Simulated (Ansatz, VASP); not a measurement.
**Be in VASP and in Ansatz**

File INCAR:

```
PREC = Accurate
ENCUT = 520
EDIFF = 1E-6
ISMEAR = -1
SIGMA = 0.1
LREAL = F
LASPH = T
NELM = 60
ALGO = Normal
ISIF = 2
LWAVE = F
LCHARG = T
GGA = PE
LELF = T
LVHAR = T
NBANDS = 7
```

KPOINTS

```
Automatic mesh
0
Gamma
  20 20 20
```

File POSCAR:

```
Be
1.0
   -1.2338324338      1.2338324338      1.2338324338
    1.2338324338     -1.2338324338      1.2338324338
    1.2338324338      1.2338324338     -1.2338324338
Be
1
Direct
    0.0000000000      0.0000000000      0.0000000000
```

Input for Ansatz:

```yaml
crystal:
  lattice:
    - [-1.2338324338, 1.2338324338, 1.2338324338]
    - [1.2338324338, -1.2338324338, 1.2338324338]
    - [1.2338324338, 1.2338324338, -1.2338324338]
  atoms:
    - { symbol: Be, position: [0.0, 0.0, 0.0] }
hamiltonian:
  xc: pbe
  pseudopotentials:
    kind: paw
    azcp:
      Be: "pseudopotentials/Be.paw.azcp"
basis:
  ecutwfc: 420
  fft_grid_basis: typed
kpoints:
  mp_grid: { grid: [20, 20, 20], shift: [0, 0, 0] }
magnetization:
  spin_polarized: false
scf:
  occupations: { method: fermi_dirac, width: 0.1 }
  lower_state_search: "off"
output:
  stress: true
```

Alike in both runs: task single point; functional PBE; k mesh 20 × 20 × 20; occupations fermi-dirac, width 0.1 eV; no spin polarisation.

|  | VASP | Ansatz |
| --- | --- | --- |
| version | VASP 6.6.1 | Ansatz 0.2.0 |
| potentials or method | VASP PAW PBE potentials, release 64 (Be) | plane waves (420 eV) with PAW, scalar-relativistic |
| plane-wave cutoff (eV) | 520 | 420 |
| valence electrons in the cell | 2 | 2 |

|  | VASP | Ansatz | Ansatz less VASP |
| --- | --- | --- | --- |
| pressure (GPa) | 5.5 | 5.3 | -0.18 |
